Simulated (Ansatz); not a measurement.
Crystal: CuO (Tenorite).

```xyz
4
Lattice="2.3418 -1.7113 0.0000 2.3418 1.7113 0.0000 -0.8500 0.0000 5.0579" Properties=species:S:1:pos:R:3 pbc="T T T"
Cu    0.7459   -0.8557    2.5289
Cu    1.1709    0.8557    0.0000
O     1.7043    0.2793    3.7934
O     2.1293   -0.2793    1.2645
```

Base run:

- Program: Ansatz 0.2.0
- Functional: PBEsol
- Potentials or basis: Ansatz PAW
- Cutoff: 420 eV (not typed: the program's choice for these potentials)
- k mesh: 10 × 10 × 5
- Occupations: fermi-dirac, width 0.05 eV
- Spin: no spin polarisation
- Hubbard terms: Cu d U = 1 eV

Its results: band gap on the k mesh none (metal or under the smearing width); pressure -2.3 GPa; largest force 0.337 eV/Å.

**Question.** After a change of settings the same cell gave: band gap on the k mesh none (metal or under the smearing width); pressure -0.8 GPa; largest force 0.262 eV/Å. Which change was it?
A. hubbard terms from Cu d U = 1 eV to none; hubbard projectors from ortho-atomic (the default) to none
B. hubbard terms from Cu d U = 1 eV to Cu d U = 4 eV
C. hubbard terms from Cu d U = 1 eV to Cu d U = 6 eV

**Answer.** B.

Caveats: the run has no spin polarisation, though such a crystal can be magnetic; U without spin polarisation on a metal has little footing; the PAW data sets come from PBE, with cores solved anew for the run's functional, which leaves a small shift of forces and pressure.
